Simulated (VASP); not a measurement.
# ZrC: convergence, vacuum levels of a slab or layer

ZrC, slab, 6 atoms in the cell. R2SCAN; PAW potentials Zr_sv, C (PBE set). VASP 6.6.1.

Wanted: face levels within 0.04 eV; energy within 2 meV/atom; forces within 0.02 eV/Å.

Crystal: ZrC, Fm-3m; Face: (1 1 1); Atomic planes: 6; Dipole correction: yes.

Face levels: vacuum level at each face, counted from the Fermi level.

POSCAR of the starting run:
```
ZrC
1.0
    3.3324168790      0.0000000000      0.0000000000
   -1.6662084395      2.8859576732      0.0000000000
    0.0000000000      0.0000000000     21.8022674717
Zr C
3 3
Direct
    0.1666666667      0.5833333333      0.3440009169
    0.8333333333      0.9166666667      0.4688001834
    0.5000000000      0.2500000000      0.5935994498
    0.5000000000      0.2500000000      0.4064005502
    0.1666666667      0.5833333333      0.5311998166
    0.8333333333      0.9166666666      0.6559990831
```

The series start from vacuum (Å): 15; correction: LDIPOL, IDIPOL 3, DIPOL, AMIN 0.01; k spacing (1/Å): 0.3; Cutoff ENCUT (eV): 525; SCF threshold EDIFF (eV): 1e-6; PREC: Accurate; LREAL: .FALSE.; ALGO: Normal. Each series keeps the choices made before it, and each single choice may use up half of a tolerance.

## Vacuum (Å)

| Vacuum (Å) | Face levels, largest deviation (eV) | Energy less reference (meV/atom) | Forces, largest deviation (eV/Å) | SCF iterations | Time (s) |
|---|---|---|---|---|---|
| 6 | 0.626 | 6.5 | 0.058 | 32 | 65 |
| 8 | 0.117 | 1.0 | 0.006 | 33 | 77 |
| 10 | 0.021 | 0.3 | 0.001 | 54 | 144 |
| 12 | 0.011 | 0.1 | 0.000 | 83 | 230 |
| 15 (reference) | 0.000 | 0.0 | 0.000 | 144 | 465 |
| 20 | no result | no result | no result | 150 | 640 |
| 25 | no result | no result | no result | 150 | 805 |

Chosen: 12, the loosest value from which every tighter one stays within half of the tolerance (runs without a result left aside).

## Correction

| Correction | Face levels, largest deviation (eV) | Energy less reference (meV/atom) | Forces, largest deviation (eV/Å) | SCF iterations | Time (s) |
|---|---|---|---|---|---|
| LDIPOL, IDIPOL 3, DIPOL, AMIN 0.01 | 0.000 | 0.0 | 0.000 | 83 | 230 |
| LDIPOL, default AMIN | 0.000 | 0.0 | 0.001 | 47 | 136 |
| LDIPOL, no DIPOL | no result | no result | no result | 150 | 476 |
| IDIPOL 3 alone (energy only) | 1.283 | 4.1 | 0.021 | 63 | 194 |
| kernel truncation, coarsened | 0.025 | -0.5 | 0.000 | 56 | 190 |
| kernel truncation, full padding | 0.009 | -0.5 | 0.001 | 54 | 197 |

Chosen: LDIPOL, default AMIN, the fastest of those that stay within half of the tolerance.

## k spacing (1/Å)

| k spacing (1/Å) | Face levels, largest deviation (eV) | Energy less reference (meV/atom) | Forces, largest deviation (eV/Å) | SCF iterations | Time (s) |
|---|---|---|---|---|---|
| 0.6 | 0.294 | 1.5 | 0.678 | 68 | 135 |
| 0.45 | 0.074 | 11.2 | 0.124 | 59 | 144 |
| 0.3 | 0.051 | -2.9 | 0.120 | 47 | 136 |
| 0.22 | 0.002 | -0.3 | 0.044 | 64 | 258 |
| 0.16 (reference) | 0.000 | 0.0 | 0.000 | 54 | 351 |

Chosen: 0.16; the next looser run is off by more than half of the tolerance, so convergence isn't shown beyond this value.

## All choices together

| Input | Face levels, largest deviation (eV) | Energy less reference (meV/atom) | Forces, largest deviation (eV/Å) | Time (s) |
|---|---|---|---|---|
| starting input without the dipole correction (naive) | no result | no result | no result | 515 |
| chosen settings | 0.016 | 0.1 | 0.002 | 351 |
| reference settings throughout | 0.000 | 0.0 | 0.000 | 631 |

The chosen settings stay within the tolerance of the reference run, but the reference itself isn't shown to be converged in: k spacing (1/Å), Cutoff ENCUT (eV), SCF threshold EDIFF (eV).

Values of the reference run: Face levels: 6.976, 4.353 eV.

## The input

INCAR:
```
SYSTEM = ZrC
PREC = Accurate
ENCUT = 525
EDIFF = 1E-6
ISMEAR = 0
SIGMA = 0.1
LREAL = .FALSE.
LASPH = .TRUE.
ALGO = Normal
NELM = 150
LWAVE = .FALSE.
LCHARG = .FALSE.
METAGGA = R2SCAN
LMIXTAU = .TRUE.
KPAR = 4
LVHAR = .TRUE.
LVACPOTAV = .TRUE.
LDIPOL = .TRUE.
IDIPOL = 3
DIPOL = 0.5 0.5 0.5
```

KPOINTS:
```
Automatic mesh
0
Gamma
  14 14 1
  0 0 0
```

POSCAR:
```
ZrC
1.0
    3.3324168790      0.0000000000      0.0000000000
   -1.6662084395      2.8859576732      0.0000000000
    0.0000000000      0.0000000000     18.8022674717
Zr C
3 3
Direct
    0.1666666667      0.5833333333      0.3191104482
    0.8333333333      0.9166666667      0.4638220896
    0.5000000000      0.2500000000      0.6085337310
    0.5000000000      0.2500000000      0.3914662690
    0.1666666667      0.5833333333      0.5361779104
    0.8333333333      0.9166666666      0.6808895518
```

Commands:
```
cat potpaw_PBE.64/Zr_sv/POTCAR potpaw_PBE.64/C/POTCAR > POTCAR
mpirun -np 4 vasp_std > vasp.out
```

The chosen input took VASP 6.6.1 351 s on 4 cores (Intel Xeon 6975P-C (Granite Rapids)), a shared host.

## An input that fails: vacuum far too thin for the dipole correction

It runs to its end, but against the unchanged starting input it is off by 6.265 eV in the face levels, 10.3 meV/atom in the energy, 1.906 eV/Å in the forces.

Vacuum (Å): 15 becomes 3.

Changes against the starting input:
```
(POSCAR)
-    0.0000000000      0.0000000000     21.8022674717
+    0.0000000000      0.0000000000      9.8022674717
-    0.1666666667      0.5833333333      0.3440009169
-    0.8333333333      0.9166666667      0.4688001834
-    0.5000000000      0.2500000000      0.5935994498
-    0.5000000000      0.2500000000      0.4064005502
-    0.1666666667      0.5833333333      0.5311998166
-    0.8333333333      0.9166666666      0.6559990831
+    0.1666666667      0.5833333333      0.1530258182
+    0.8333333333      0.9166666667      0.4306051636
+    0.5000000000      0.2500000000      0.7081845090
+    0.5000000000      0.2500000000      0.2918154910
+    0.1666666667      0.5833333333      0.5693948364
+    0.8333333333      0.9166666666      0.8469741818
```
